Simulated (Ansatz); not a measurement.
# Diethylzinc (DEZ) (C4H10Zn): how energies converge with the basis set

An exercise on one series of results from a longer session: the logs are not shown, and one member is left open.

Computed with Ansatz 0.2.0, Gaussian basis. Level: one geometry, several basis sets.

Plan: PBE0-D4/def2-SVP; ωB97M-V/def2-SVP; PBE0-D4/def2-QZVPP; ωB97M-V/def2-QZVPP; the functionals' def2-TZVPP values are taken from earlier runs.

### The geometry

An earlier PBE0-D4 in a triple-zeta def2 set relaxation fixed the geometry.

SMILES `C[CH2][Zn][CH2]C`, 15 atoms, charge 0, spin multiplicity 1.

Atoms are counted from 1 here; the program's logs count them from 0.

Bond lengths: C1–C2 1.529 Å, C1–H6 1.094 Å, C1–H7 1.096 Å, C1–H8 1.094 Å, C2–Zn3 1.958 Å, C2–H9 1.096 Å, C2–H10 1.096 Å, Zn3–C4 1.958 Å, C4–C5 1.529 Å, C4–H11 1.096 Å, C4–H12 1.096 Å, C5–H13 1.094 Å, C5–H14 1.096 Å, C5–H15 1.094 Å. Angles: C2–C1–H6 112.0°, C2–C1–H7 112.0°, C2–C1–H8 112.0°, H6–C1–H7 106.9°, H6–C1–H8 106.8°, H7–C1–H8 106.9°, C1–C2–Zn3 115.4°, C1–C2–H9 109.9°, C1–C2–H10 109.9°, Zn3–C2–H9 107.8°, Zn3–C2–H10 107.8°, H9–C2–H10 105.4°, C2–Zn3–C4 179.9°, Zn3–C4–C5 115.4°, Zn3–C4–H11 107.8°, Zn3–C4–H12 107.8°, C5–C4–H11 109.9°, C5–C4–H12 109.9° and more.

Set-up of the first run:

in.yaml reads:

```yaml
crystal:
  periodic: [false, false, false]
  atoms:
    - {symbol: C, position_ang: [0.253108, 1.978368, 1.806938]}
    - {symbol: C, position_ang: [1.044877, 0.677029, 1.678584]}
    - {symbol: Zn, position_ang: [0.516903, -0.484763, 0.193711]}
    - {symbol: C, position_ang: [-0.012710, -1.645039, -1.291766]}
    - {symbol: C, position_ang: [-1.174472, -1.132247, -2.142770]}
    - {symbol: H, position_ang: [-0.814495, 1.794584, 1.957254]}
    - {symbol: H, position_ang: [0.593575, 2.584700, 2.653767]}
    - {symbol: H, position_ang: [0.343772, 2.602286, 0.913263]}
    - {symbol: H, position_ang: [0.962342, 0.096695, 2.605009]}
    - {symbol: H, position_ang: [2.112797, 0.898921, 1.568234]}
    - {symbol: H, position_ang: [-0.259272, -2.629679, -0.877570]}
    - {symbol: H, position_ang: [0.869227, -1.807075, -1.922475]}
    - {symbol: H, position_ang: [-0.948539, -0.166853, -2.604416]}
    - {symbol: H, position_ang: [-1.424230, -1.822792, -2.956063]}
    - {symbol: H, position_ang: [-2.084783, -0.995033, -1.552300]}
basis:
  gaussian: {orbitals: def2-SVP}
hamiltonian: {xc: pbe0, dispersion: d4}
output: {orbitals: {seedname: orbitals}}
```

Launch:

```console
$ ansatz run in.yaml --threads 2 --pin off --events-out ev --progress --plain --max-ram 22528MiB --backend cpu
```

Steps of the session up to this table: PBE0-D4 in def2-SVP; ωB97M-V in def2-SVP; PBE0-D4 in def2-QZVPP; ωB97M-V in def2-QZVPP.

One table of the session follows, with a row left open; its other results are not shown here.

It belongs to the step «Functionals by basis». 

```
functional       basis  HOMO (eV)  LUMO (eV)
   PBE0-D4    def2-SVP      -6.42       0.47
   PBE0-D4  def2-TZVPP      -6.49      -0.09
   PBE0-D4  def2-QZVPP      -6.50      -0.22
   ωB97M-V    def2-SVP      -8.58       1.74
   ωB97M-V  def2-TZVPP          ?          ?
   ωB97M-V  def2-QZVPP      -8.67       0.83
```

Q: Estimate the row for ωB97M-V, def2-TZVPP from the others.

The run gave: HOMO (eV): -8.66; LUMO (eV): 1.20. In the column «HOMO (eV)» it lies between ωB97M-V, def2-QZVPP (-8.67) and ωB97M-V, def2-SVP (-8.58).
